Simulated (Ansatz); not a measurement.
# Si (Silicon): core levels

Where do the core levels of Si (Silicon) lie? The cell is a structure deposited in the COD (listed for 43.0 GPa). Planned: a relaxation, then core holes.

This is Si in the hcp structure; at room conditions it is diamond.

Method: DFT, PBE, plane-wave PAW, default files, scalar-relativistic, in Ansatz 0.2.0.

**1. The starting structure**

Symmetry: P6_3/mmc, No. 194, hexagonal system. Conventional cell: a = 2.444 Å, b = 2.444 Å, c = 4.152 Å, α = 90.00°, β = 90.00°, γ = 120.00°. Around Si (site symmetry -6m2) lie 12 Si at 2.44 to 2.51 Å.

Coordinates:

```cif
data_structure
_symmetry_space_group_name_H-M 'P 1'
_symmetry_Int_Tables_number 1
_cell_length_a 2.4440
_cell_length_b 2.4440
_cell_length_c 4.1520
_cell_angle_alpha 90.000
_cell_angle_beta 90.000
_cell_angle_gamma 120.000
_cell_volume 21.48
loop_
_atom_site_label
_atom_site_type_symbol
_atom_site_fract_x
_atom_site_fract_y
_atom_site_fract_z
_atom_site_occupancy
Si1 Si 0.33333 0.66667 0.25000 1
Si2 Si 0.66667 0.33333 0.75000 1
```

**2. Relaxation of the positions**

Contents of input.yaml:

```yaml
crystal:
  lattice:
    - [2.444, 0.0, 0.0]
    - [-1.222, 2.1165660868, 0.0]
    - [0.0, 0.0, 4.152]
  atoms:
    - { symbol: Si, position: [0.3333333333, 0.6666666667, 0.25] }
    - { symbol: Si, position: [0.6666666667, 0.3333333333, 0.75] }
kpoints:
  mp_grid: { grid: [13, 13, 7] }
scf:
  occupations: { method: fermi_dirac, width: 0.05 }
hamiltonian:
  xc: pbe
  pseudopotentials: { kind: paw }
output:
  forces: true
  stress: true
  populations: true
  efg: { contact_densities: true }
relax:
  f_tol: 0.02
  max_steps: 60
```

Launch:

```console
ansatz run input.yaml --threads 1 --pin off --max-ram 2560MiB --backend cpu --events-out ev --progress --plain --runs-dir out
```

The program printed, shortened:

```text
Warning: output.stress: scf.convergence.dr2_threshold = 1e-7 eV (the SCF's general default) is looser than the 2e-10 eV advised for a printed stress (1e-10 eV for each atom of the cell: 2). What an SCF threshold leaves in a stress goes as its square root, and in the free energy as the [...]
Warning: RAYON_NUM_THREADS=1 ignored (pool sized by the plan → 1); use --threads N
[...]
Pseudopotentials: kind: paw
Pseudopotential: Si, paw, valence charge 4, recommended cutoff 420 eV (normal), Si.paw.azcp
Functional definition: PBE
[...]
Crystal: 2 atoms, lattice volume = 21.478 Å³
Basis set: ecut = 420 eV, 403 PW (Γ), exchange–correlation on 36×36×60 points (8 copies of the dense FFT grid, shifted against one another)
Bands: 8, of which v1, the nominal top of the filled ones, is band 4 counted from 1 (3 counted from 0)
Symmetry: 24 space group operations
Space group: P63/mmc (ITA 194), of the structure as read, at distance tolerance 2.8e-5 Å
k-points: 84 of 1183
[...]
SCF iter   1: F=—  HF=-1269.757081 eV  |F-HF|=—  |Δ(HF+E_count)|=         —  Δρ=6.58e-3  dr2=5.41e-3  ethr=1.77e-3  ⟨swp⟩=5.3  Hψ=5399  notcnv=0
[...]
SCF iter   6: F=-1269.756641 eV  HF=-1269.756641 eV  |F-HF|=2.27e-13  |Δ(HF+E_count)|=  3.25e-11  Δρ=1.33e-7  dr2=2.32e-12  ethr=4.83e-12  ⟨swp⟩=1.0  Hψ=1947  notcnv=0
[...]
relax step   1: F+E_penalty+E_count = -1269.75664077 eV  Δ(F+E_penalty+E_count) = +0.000e0 eV  max|allowed force component| = 2.220e-16 eV/Å  Δτ_max = 0.0000 Å  (6 SCF iters, accepted)
NSCF: frozen V_eff on 84 k-points
[...]
SCF converged after 6 iterations
Free energy (F): -1269.756641 eV
[...]
E sigma→0 (E₀):  -1269.753728 eV
Entropy (-TS):   -0.005826 eV (-2.913 meV/atom)
Fermi energy:    15.311610 eV
[...]
--- Forces (eV/Å), atoms counted from 1 ---
  atom   1  Si    -0.00000000    -0.00000000    -0.00000000
  atom   2  Si     0.00000000     0.00000000     0.00000000
[...]
--- Stress (GPa, compression-positive) ---
       50.020079       0.000000       0.000000
       -0.000000      50.020079       0.000000
        0.000000       0.000000      48.713351
  P = ⅓ Tr σ = 49.5845 GPa (495.845 kbar)
--- PAW observables at the nuclei: V_zz in 10²¹ V/m², potentials from the cell's mean, atoms counted from 1 ---
  atom   1  Si V_zz =    +0.375238   η = 0.0000   by run symmetry: allowed
            electrostatic potential = -1367.765093 V   contact ρ = 12813.404172 e/Å³
  atom   2  Si V_zz =    +0.375238   η = 0.0000   by run symmetry: allowed
            electrostatic potential = -1367.765093 V   contact ρ = 12813.404172 e/Å³
--- Band table (eV; the first three rows and the last of 84) ---
  k-point 0: bands = ["-2.1526", "6.0645", "6.1011", "26.7982", "26.7982", "27.1344", "27.1733", "27.1733"]
[...]
--- Relaxed structure (1 steps of the walk, 1 accepted, 0 SCFs on fresh bases) ---
  F+E_penalty+E_count = -1269.75664077 eV   max|allowed force component| = 2.220e-16 eV/Å
  atoms:
    - { symbol: Si, position: [0.33333333333333326, 0.6666666666666665, 0.25] }
    - { symbol: Si, position: [0.6666666666666666, 0.33333333333333326, 0.75] }
--- Löwdin populations: 2 sites ---
  site symbol       q [e]
     0     Si      3.8591
     1     Si      3.8591
  spilling = 0.035224 (of n_electrons = 8.000000)
```

It took 1.1 s on 1 thread of Intel Xeon 6975P-C (Granite Rapids), shared host; peak memory 0.46 GiB.

No atom moved: the forces were under the tolerance from the start.

State: no gap over 0.1 eV on the mesh, largest force 0.000 eV/Å, pressure 49.6 GPa.

Site by site (atoms counted from 1):

| site | atoms | first shell | V_zz (10²¹ V/m²) | η | C_Q (MHz) |
| --- | --- | --- | --- | --- | --- |
| Si | 1, 2 | 12 Si at 2.44–2.51 Å | 0.38 | 0.00 | – |

C_Q = eQV_zz/h, which is 24.18 MHz for Q = 1 b and V_zz = 10²¹ V/m²; η = (V_xx − V_yy)/V_zz. Q values from Pyykkö, Mol. Phys. 116, 1328 (2018). A dash under C_Q marks elements without a common quadrupolar isotope.

Direction of the V_zz axis (Cartesian unit vector):

```csv
site,atom,x,y,z
Si,1,0.00,0.00,1.00
```

**3. Core levels**

Contents of input.yaml:

```yaml
crystal:
  lattice:
    - [7.3319999999, 0.0, 0.0]
    - [-3.666, 6.3496982605, 0.0]
    - [0.0, 0.0, 8.304]
  atoms:
    - { symbol: Si, position: [0.1111111111, 0.2222222222, 0.125] }
    - { symbol: Si, position: [0.1111111111, 0.2222222222, 0.625] }
    - { symbol: Si, position: [0.1111111111, 0.5555555556, 0.125] }
    - { symbol: Si, position: [0.1111111111, 0.5555555556, 0.625] }
    - { symbol: Si, position: [0.1111111111, 0.8888888889, 0.125] }
    - { symbol: Si, position: [0.1111111111, 0.8888888889, 0.625] }
    - { symbol: Si, position: [0.4444444444, 0.2222222222, 0.125] }
    - { symbol: Si, position: [0.4444444444, 0.2222222222, 0.625] }
    - { symbol: Si, position: [0.4444444444, 0.5555555556, 0.125] }
    - { symbol: Si, position: [0.4444444444, 0.5555555556, 0.625] }
    - { symbol: Si, position: [0.4444444444, 0.8888888889, 0.125] }
    - { symbol: Si, position: [0.4444444444, 0.8888888889, 0.625] }
    - { symbol: Si, position: [0.7777777778, 0.2222222222, 0.125] }
    - { symbol: Si, position: [0.7777777778, 0.2222222222, 0.625] }
    - { symbol: Si, position: [0.7777777778, 0.5555555556, 0.125] }
    - { symbol: Si, position: [0.7777777778, 0.5555555556, 0.625] }
    - { symbol: Si, position: [0.7777777778, 0.8888888889, 0.125] }
    - { symbol: Si, position: [0.7777777778, 0.8888888889, 0.625] }
    - { symbol: Si, position: [0.2222222222, 0.1111111111, 0.375] }
    - { symbol: Si, position: [0.2222222222, 0.1111111111, 0.875] }
    - { symbol: Si, position: [0.2222222222, 0.4444444444, 0.375] }
    - { symbol: Si, position: [0.2222222222, 0.4444444444, 0.875] }
    - { symbol: Si, position: [0.2222222222, 0.7777777778, 0.375] }
    - { symbol: Si, position: [0.2222222222, 0.7777777778, 0.875] }
    - { symbol: Si, position: [0.5555555556, 0.1111111111, 0.375] }
    - { symbol: Si, position: [0.5555555556, 0.1111111111, 0.875] }
    - { symbol: Si, position: [0.5555555556, 0.4444444444, 0.375] }
    - { symbol: Si, position: [0.5555555556, 0.4444444444, 0.875] }
    - { symbol: Si, position: [0.5555555556, 0.7777777778, 0.375] }
    - { symbol: Si, position: [0.5555555556, 0.7777777778, 0.875] }
    - { symbol: Si, position: [0.8888888889, 0.1111111111, 0.375] }
    - { symbol: Si, position: [0.8888888889, 0.1111111111, 0.875] }
    - { symbol: Si, position: [0.8888888889, 0.4444444444, 0.375] }
    - { symbol: Si, position: [0.8888888889, 0.4444444444, 0.875] }
    - { symbol: Si, position: [0.8888888889, 0.7777777778, 0.375] }
    - { symbol: Si, position: [0.8888888889, 0.7777777778, 0.875] }
kpoints:
  mp_grid: { grid: [4, 4, 3] }
scf:
  occupations: { method: fermi_dirac, width: 0.05 }
hamiltonian:
  xc: pbe
  pseudopotentials: { kind: paw }
output:
  forces: true
  efg: { contact_densities: true }
  core_levels: { shells: { Si: "2p" }, counted_from: fermi_level, add_spin: always }
```

Launch:

```console
ansatz run input.yaml --threads 1 --pin off --max-ram 2560MiB --backend cpu --events-out ev --progress --plain --runs-dir out
```

The program printed, shortened:

```text
Warning: RAYON_NUM_THREADS=1 ignored (pool sized by the plan → 1); use --threads N
[...]
[... 3 set-up lines as earlier in the session ...]
[...]
Crystal: 36 atoms, lattice volume = 386.601 Å³
Basis set: ecut = 420 eV, 7599 PW (Γ), exchange–correlation on 100×100×120 points (8 copies of the dense FFT grid, shifted against one another)
Bands: 108, of which v1, the nominal top of the filled ones, is band 72 counted from 1 (71 counted from 0)
Symmetry: 432 space group operations
Space group: P63/mmc (ITA 194), of the structure as read, at distance tolerance 7.3e-5 Å
k-points: 8 of 48
[...]
SCF iter   1: F=—  HF=-22855.744617 eV  |F-HF|=—  |Δ(HF+E_count)|=         —  Δρ=6.51e-3  dr2=9.64e-2  ethr=1.77e-3  ⟨swp⟩=5.8  Hψ=3941  notcnv=0  defer=55
[...]
            electrostatic potential = -1367.765885 V   contact ρ = 12813.442978 e/Å³
[...]
            electrostatic potential = -1367.765885 V   contact ρ = 12813.442978 e/Å³
[...]
            electrostatic potential = -1367.765885 V   contact ρ = 12813.442978 e/Å³
[...]
            electrostatic potential = -1367.765885 V   contact ρ = 12813.442978 e/Å³
[...]
            electrostatic potential = -1367.765885 V   contact ρ = 12813.442978 e/Å³
--- Band table (eV; the first three rows and the last of 8) ---
[...]
--- Core levels from the Fermi level (as output.core_levels.counted_from types it; a hole's nearest image at 7.3 Å) ---
  the holes have spin, as output.core_levels.add_spin types it
  atom         alike  shell      binding/eV   shift/eV difference/eV images/eV   SCF
  Si 0            36     2p          99.582     +0.000        99.582         –     8
  the dataset of Si with a 2p hole: scattering error 0.000 eV (0.000 eV in the local channel); free atom: scalar-relativistic, large and small components
  the two lines of Si's 2p: 2p1/2 +0.408 eV and 2p3/2 -0.204 eV off its levels, 1 : 2 in strength
```

It took 53 s on 1 thread of Intel Xeon 6975P-C (Granite Rapids), shared host; peak memory 1.1 GiB.

Binding energies from the Fermi level:

```csv
atom,shell,alike,"binding, weighted centre (eV)",shift (eV),image term (eV),lines (eV)
Si 1,2p,36,99.58,+0.00,0.00,"2p1/2 99.99, 2p3/2 99.38"
```

Atoms are counted from 1 here and from 0 in the log's table.

Simulated Si 2p line (Gaussians 0.9 eV wide):

binding energy (eV), intensity and a bar:
```
    96.88          0 
    97.18          0 
    97.46          0 
    97.76          0 
    98.06          0 
    98.36          2 #
    98.64         13 ####
    98.94         46 ##############
    99.24         87 ##########################
    99.54         99 ##############################
    99.83         82 #########################
   100.13         53 ################
   100.43         24 #######
   100.73          7 ##
   101.01          1 
   101.31          0 
   101.61          0 
   101.91          0 
   102.19          0 
   102.49          0
```

The ground state of this step, on another mesh, gives V_zz = 0.71 at Si against 0.38 in step 2, so the gradients are not converged in k.

**4. Outcome**

| quantity | value |
| --- | --- |
| Si 2p binding energy (weighted centre of the two lines) | 99.58 eV; offsets 2p1/2 +0.41 eV, 2p3/2 -0.20 eV |
| state (step 2) | no gap over 0.1 eV on the mesh, largest force 0.000 eV/Å, pressure 49.6 GPa |
| V_zz by site, step 2 (10²¹ V/m²), not converged in k | Si 0.38 |

In words: The levels are counted from the Fermi level. Absolute values at this level can be off by an eV or more. Multiplets and satellites aren't calculated. A hole's nearest image is 7.3 Å away in this 36-atom cell. The ground state of this step, on another mesh, gives V_zz = 0.71 at Si against 0.38 in step 2, so the gradients are not converged in k. At this cell the PBE pressure is 50 GPa, so with PBE the cell would grow if it were relaxed.
